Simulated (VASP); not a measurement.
# C (P6_3/mmc) in VASP: a series of runs

Aim: see how the results for C move with the level of theory and the settings. Levels: r2SCAN, PBE. Tasks: relaxation of shape and atoms at fixed volume, single point.

Everything below comes from runs of VASP 6.6.1. Logs are shortened: lines on timing, memory, paths and dates and some standing lists are left out, and cuts for length are marked.

## Step 1: The structure

The structure is hexagonal, space group P6_3/mmc (No. 194). Conventional cell: a = 2.416 Å, b = 2.416 Å, c = 8.011 Å, α = 90.00°, β = 90.00°, γ = 120.00°. Around C (site symmetry -6m2) lie 3 C at 1.40 Å. C (site symmetry -6m2) is surrounded by 3 C at 1.40 Å.

## Step 2: Relaxation of shape and atoms at fixed volume, r2SCAN

POSCAR reads:

```
C
1.0
    2.4163020922      0.0000000000      0.0000000000
   -1.2081510461      2.0925789950      0.0000000000
    0.0000000000      0.0000000000      8.0105816175
C
4
Direct
    0.0000000000      0.0000000000      0.2500000000
    0.0000000000      0.0000000000      0.7500000000
    0.3333333333      0.6666666667      0.2500000000
    0.6666666667      0.3333333333      0.7500000000
```

INCAR.step1 reads:

```
ALGO = Normal
EDIFF = 1E-4
ENCUT = 600
GGA = PE
ISMEAR = 0
LASPH = True
LCHARG = False
LREAL = False
LWAVE = True
NELM = 100
PREC = Accurate
SIGMA = 0.05
```

INCAR.step2 reads:

```
ALGO = Normal
EDIFF = 1E-6
EDIFFG = -0.04
ENCUT = 600
IBRION = 2
ISIF = 4
ISMEAR = 0
ISTART = 1
LASPH = True
LCHARG = False
LMIXTAU = True
LREAL = False
LWAVE = False
METAGGA = R2SCAN
NELM = 100
NSW = 60
PREC = Accurate
SIGMA = 0.05
```

KPOINTS reads:

```
k-points
0
Gamma
  10 10 4
```

Potentials or basis: VASP PAW PBE potentials, release 64 (C).

Command:

```sh
cat potpaw_PBE.64/C/POTCAR > POTCAR
cp INCAR.step1 INCAR
mpirun -np 1 vasp_std > vasp.out
cp INCAR.step2 INCAR
mpirun -np 1 vasp_std > vasp.out
```

OUTCAR:

```text
EDIFF = 1E-6
   EDIFFG = -0.04
   ENCUT = 600
   IBRION = 2
   ISIF = 4
   ISMEAR = 0
   ISTART = 1
   LASPH = True
   LREAL = False
   METAGGA = R2SCAN
   NELM = 100
   NSW = 60
   PREC = Accurate

 ion  position               nearest neighbor table
   1  0.000  0.000  0.250-   3 1.40   3 1.40   3 1.40
   2  0.000  0.000  0.750-   4 1.40   4 1.40   4 1.40
   3  0.333  0.667  0.250-   1 1.40   1 1.40   1 1.40
   4  0.667  0.333  0.750-   2 1.40   2 1.40   2 1.40

  LATTYP: Found a hexagonal cell.
 ALAT       =     2.4163020922
 C/A-ratio  =     3.3152235573

  Lattice vectors:

 A1 = (   2.4163020922,   0.0000000000,   0.0000000000)
 A2 = (  -1.2081510461,   2.0925789950,   0.0000000000)
 A3 = (   0.0000000000,   0.0000000000,   8.0105816175)

Analysis of symmetry for initial positions (statically):
=====================================================================
 Subroutine PRICEL returns:
 Original cell was already a primitive cell.

 Routine SETGRP: Setting up the symmetry group for a
 hexagonal supercell.

 Subroutine GETGRP returns: Found 24 space group operations
 (whereof 12 operations were pure point group operations)
 out of a pool of 24 trial point group operations.

The static configuration has the point symmetry D_3d.
 The point group associated with its full space group is D_6h.

Analysis of symmetry for dynamics (positions and initial velocities):
=====================================================================
 Subroutine PRICEL returns:
 Original cell was already a primitive cell.

 Routine SETGRP: Setting up the symmetry group for a
 hexagonal supercell.

 Subroutine GETGRP returns: Found 24 space group operations
 (whereof 12 operations were pure point group operations)
 out of a pool of 24 trial point group operations.

The dynamic configuration has the point symmetry D_3d.
 The point group associated with its full space group is D_6h.

 Subroutine INISYM returns: Found 24 space group operations
 (whereof 12 operations are pure point group operations),
 and found     1 'primitive' translations

----------------------------------------------------------------------------------------

                                     Primitive cell

  volume of cell :      40.5039

  direct lattice vectors                    reciprocal lattice vectors
     2.416302092  0.000000000  0.000000000     0.413855537  0.238939606  0.000000000
    -1.208151046  2.092578995  0.000000000     0.000000000  0.477879211  0.000000000
     0.000000000  0.000000000  8.010581617     0.000000000  0.000000000  0.124834881

  length of vectors
     2.416302092  2.416302092  8.010581617     0.477879211  0.477879211  0.124834881

  position of ions in fractional coordinates (direct lattice)
     0.000000000  0.000000000  0.250000000
     0.000000000  0.000000000  0.750000000
     0.333333333  0.666666667  0.250000000
     0.666666667  0.333333333  0.750000000

  ion indices of the primitive-cell ions
   primitive index   ion index
                 1           1
                 2           2
                 3           3
                 4           4

----------------------------------------------------------------------------------------

 KPOINTS: k-points

Automatic generation of k-mesh.
 Grid dimensions read from file:
 generate k-points for:   10   10    4

 Generating k-lattice:

  Cartesian coordinates                     Fractional coordinates (reciprocal lattice)
     0.041385554  0.023893961  0.000000000     0.100000000  0.000000000  0.000000000
     0.000000000  0.047787921  0.000000000     0.000000000  0.100000000  0.000000000
     0.000000000  0.000000000  0.031208720     0.000000000  0.000000000  0.250000000

  Length of vectors
     0.047787921  0.047787921  0.031208720

  Shift w.r.t. Gamma in fractional coordinates (k-lattice)
     0.000000000  0.000000000  0.000000000

 Subroutine IBZKPT returns following result:
 ===========================================

 Found     42 irreducible k-points:

 Following reciprocal coordinates:
            Coordinates               Weight
  0.000000  0.000000  0.000000      1.000000
  0.100000 -0.000000  0.000000      6.000000
  0.200000 -0.000000  0.000000      6.000000
  0.300000  0.000000  0.000000      6.000000
  0.400000  0.000000  0.000000      6.000000
  0.500000  0.000000  0.000000      3.000000
[... 16 lines left out ...]
  0.300000  0.100000  0.250000     24.000000
  0.400000  0.100000  0.250000     24.000000
 [... further k-points ...]
   k-points           NKPTS =     42   k-points in BZ     NKDIM =     42   number of bands    NBANDS=     12
   number of dos      NEDOS =    301   number of ions     NIONS =      4
   total plane-waves  NPLWV =  25600
   dimension x,y,z NGX =    20 NGY =   20 NGZ =   64
   dimension x,y,z NGXF=    40 NGYF=   40 NGZF=  128
   ions per type =               4
   NGX,Y,Z   is equivalent  to a cutoff of  13.76, 13.76, 13.28 a.u.
   NGXF,Y,Z  is equivalent  to a cutoff of  27.52, 27.52, 26.56 a.u.
 SYSTEM =  unknown system
   PREC   = accura    normal or accurate (medium, high low for compatibility)
   ISTART =      1    job   : 0-new  1-cont  2-samecut
   ICHARG =      0    charge: 1-file 2-atom 10-const
   ISPIN  =      1    spin polarized calculation?
   LNONCOLLINEAR =      F non collinear calculations
   LSORBIT =      F    spin-orbit coupling
   LASPH  =      T    aspherical Exc in radial PAW
   ENCUT  =  600.0 eV  44.10 Ry    6.64 a.u.   4.83  4.83 16.00*2*pi/ulx,y,z
   NELM   =    100;   NELMIN=  2; NELMDL=  0     # of ELM steps
   EDIFF  = 0.1E-05   stopping-criterion for ELM
   LREAL  =      F    real-space projection
   EDIFFG = -.4E-01   stopping-criterion for IOM
   NSW    =     60    number of steps for IOM
   IBRION =      2    ionic relax: 0-MD 1-quasi-New 2-CG
   NFREE  =      1    steps in history (QN), initial steepest desc. (CG)
   ISIF   =      4    stress and relaxation
   ISYM   =      2    0-nonsym 1-usesym 2-fastsym
   POTIM  = 0.5000    time-step for ionic-motion
   TEBEG  =    0.0;   TEEND  =   0.0 temperature during run
   PSTRESS=    0.0 pullay stress
   NELECT =      16.0000    total number of electrons
   NUPDOWN=      -1.0000    fix difference up-down
   EMIN   =  10.00;   EMAX   =-10.00  energy-range for DOS
   EFERMI =   0.00;   METHOD = LEGACY
   ISMEAR =     0;   SIGMA  =   0.05  broadening in eV -4-tet -1-fermi 0-gaus
   EFERMI_NEDOS =   21; number of points for ismear=-14 and -15
   IALGO  =     38    algorithm
   IMIX   =      4    mixing-type and parameters
     AMIX     =   0.40;   BMIX     =  1.00
     AMIX_MAG =   1.60;   BMIX_MAG =  1.00
  volume/ion in A,a.u.               =      10.13        68.33
  Fermi-wavevector in a.u.,A,eV,Ry     =   1.201201  2.269941 19.631635  1.442884
  Thomas-Fermi vector in A             =   2.337017
   LORBIT       =      0    0 simple, 1 ext, 2 COOP (PROOUT), +10 PAW based schemes
   METAGGA = R2SCAN    functional components
   LHFCALC =     F    Hartree Fock is set to
   AEXX    =    0.0000 exact exchange contribution
   IVDW    =     0    specifies the selected vdW correction
   LEPSILON=     F    determine dielectric tensor
   LRPA    =     F    only Hartree local field effects (RPA)
 conjugate gradient relaxation of ions
 non-spin polarized calculation
 Gauss-broadening in eV      SIGMA  =   0.05
  energy-cutoff  :      600.00
  volume of cell :       40.50
 maximum number of plane-waves:      1368
 NGX is ok and might be reduce to    20
   NGX =  9   NGY =  9   NGZ = 31

--------------------------------------- Ionic step        1  -------------------------------------------

 number of electron      16.0000001 magnetization

 Free energy of the ion-electron system (eV)
  ---------------------------------------------------
  ext. energy  EPLUGINS =         0.00000000
  ---------------------------------------------------
  free energy    TOTEN  =       -39.66819889 eV

  energy without entropy =      -39.66819889  energy(sigma->0) =      -39.66819889

 E-fermi :   2.7821     XC(G=0):  -9.9625

 val. band max:        2.5630026836   @ k =   0.3000   0.3000   0.0000
 cond. band min:       4.5638121148   @ k =   0.3000   0.3000   0.0000
 fundamental gap:      2.0008094312
 Fermi energy:         2.7821306690

 k-point     1 :       0.0000    0.0000    0.0000
  band No.  band energies     occupation
      1     -17.7774      2.00000
      2     -17.7156      2.00000
      3      -5.3110      2.00000
      4      -4.5937      2.00000
      5       0.3165      2.00000
      6       0.3165      2.00000
      7       0.3190      2.00000
      8       0.3190      2.00000
      9       6.6352      0.00000
     10      10.7394      0.00000
     11      12.5665      0.00000
     12      12.5723      0.00000
[... 418 lines left out ...]
  energy  without entropy=      -39.7569923399  energy(sigma->0) =      -39.75699234

--------------------------------------- Ionic step        3  -------------------------------------------

 number of electron      16.0000000 magnetization

 Free energy of the ion-electron system (eV)
  ---------------------------------------------------
  ext. energy  EPLUGINS =         0.00000000
  ---------------------------------------------------
  free energy    TOTEN  =       -39.76013663 eV

  energy without entropy =      -39.76013663  energy(sigma->0) =      -39.76013663

 E-fermi :   2.9045     XC(G=0): -10.1187

 val. band max:        2.6373299220   @ k =   0.3000   0.3000   0.0000
 cond. band min:       4.4469172134   @ k =   0.3000   0.3000   0.0000
 fundamental gap:      1.8095872913
 Fermi energy:         2.9045495779

 k-point     1 :       0.0000    0.0000    0.0000
  band No.  band energies     occupation
      1     -17.3650      2.00000
      2     -17.2752      2.00000
      3      -5.0534      2.00000
      4      -4.1294      2.00000
      5       0.2655      2.00000
      6       0.2655      2.00000
      7       0.2696      2.00000
      8       0.2696      2.00000
      9       6.9610      0.00000
     10      11.5101      0.00000
     11      12.1762      0.00000
     12      12.1765      0.00000
[... 376 lines left out ...]
  FREE ENERGIE OF THE ION-ELECTRON SYSTEM (eV)
  ---------------------------------------------------
  free  energy   TOTEN  =       -39.7601366309 eV

  energy  without entropy=      -39.7601366309  energy(sigma->0) =      -39.76013663

 reached required accuracy - stopping structural energy minimisation
```

It took 2.5 min on 1 thread of Intel Xeon Platinum 8559C (Emerald Rapids), shared host; peak memory 0.16 GiB.

Results:

| Quantity | Value |
| --- | --- |
| Free energy | -39.7601 eV |
| Energy gained by relaxing | 23.0 meV/atom |
| Ionic steps | 3 |
| Pressure after relaxing | -1.3 GPa |
| Band gap on the k mesh | 1.81 eV, direct |

The path:
| step | energy change (eV) | largest force (eV/Å) | pressure (GPa) | volume (Å³) |
| --- | --- | --- | --- | --- |
| 1 | 0.0000 | 0.0000 | 12.40 | 40.50 |
| 2 | -0.0888 | 0.0000 | -3.70 | 40.50 |
| 3 | -0.0919 | 0.0000 | -1.29 | 40.50 |

Final structure:
```
C
1.0
     2.45990    0.00000    0.00000
    -1.22995    2.13034    0.00000
     0.00000    0.00000    7.72913
C
4
Direct
  0.00000 0.00000 0.25000
  0.00000 0.00000 0.75000
  0.33333 0.66667 0.25000
  0.66667 0.33333 0.75000
```

Levels at points of the mesh, in eV from the valence-band top:
```
           k point  band 5  band 6  band 7  band 8  band 9  band 10  band 11  band 12
(0.00, 0.00, 0.00)   -2.37   -2.37   -2.37   -2.37    4.32     8.87     9.54     9.54
(0.50, 0.00, 0.00)   -5.97   -5.96   -1.83   -1.52    2.49     2.89     8.51     8.65
(0.00, 0.00, 0.50)   -2.37   -2.37   -2.37   -2.37    6.12     6.12     9.55     9.55
(0.50, 0.00, 0.50)   -5.97   -5.97   -1.67   -1.67    2.64     2.64     8.58     8.58
```

Caveat: the PAW data sets were made with another functional, which shifts forces and pressure a little. r2SCAN opens gaps a little over a GGA but as a rule still falls short of measured ones.

## Step 3: Single point, PBE

This run uses another cell than the first one, of 10.72 Å³/atom, 1.059 times its volume.

INCAR reads:

```
ALGO = Fast
EDIFF = 1E-6
ENCUT = 520
GGA = PE
ISIF = 2
ISMEAR = 0
LASPH = True
LCHARG = True
LELF = True
LREAL = False
LVHAR = True
LWAVE = False
NBANDS = 16
NELM = 100
PREC = Accurate
SIGMA = 0.05
```

KPOINTS is that of step 2.

POSCAR reads:

```
C
1.0
    2.4662605086      0.0000000000      0.0000000000
   -1.2331302543      2.1358442528      0.0000000000
    0.0000000000      0.0000000000      8.1426243982
C
4
Direct
    0.0000000000      0.0000000000      0.2500000000
    0.0000000000      0.0000000000      0.7500000000
    0.3333333333      0.6666666667      0.2500000000
    0.6666666667      0.3333333333      0.7500000000
```

Potentials or basis: VASP PAW PBE potentials, release 64 (C).

Command:

```sh
cat potpaw_PBE.64/C/POTCAR > POTCAR
mpirun -np 1 vasp_std > vasp.out
```

Wall time 12 s (1 thread of Intel Xeon 6975P-C (Granite Rapids), shared host); peak memory 0.15 GiB.

Results (log left out):

| Quantity | Value |
| --- | --- |
| Free energy | -36.9139 eV |
| Pressure | 0.5 GPa |
| Band gap on the k mesh | 1.79 eV, direct |

Stress tensor (GPa, compression positive):
```
0.61 0.00 0.00
0.00 0.61 0.00
0.00 0.00 0.15
```

Levels at points of the mesh, in eV from the valence-band top:
```csv
k point,band 5,band 6,band 7,band 8,band 9,band 10,band 11,band 12
"(0.00, 0.00, 0.00)",-2.18,-2.18,-2.17,-2.17,4.09,7.84,9.17,9.17
"(0.50, 0.00, 0.00)",-5.55,-5.55,-1.60,-1.40,2.43,2.70,8.19,8.27
"(0.00, 0.00, 0.50)",-2.17,-2.17,-2.17,-2.17,5.55,5.55,9.18,9.18
"(0.50, 0.00, 0.50)",-5.55,-5.55,-1.49,-1.49,2.54,2.54,8.23,8.23
```

Caveat: this functional lacks dispersion, which binds the layers, so the pressure and a relaxed spacing across them are unreliable.
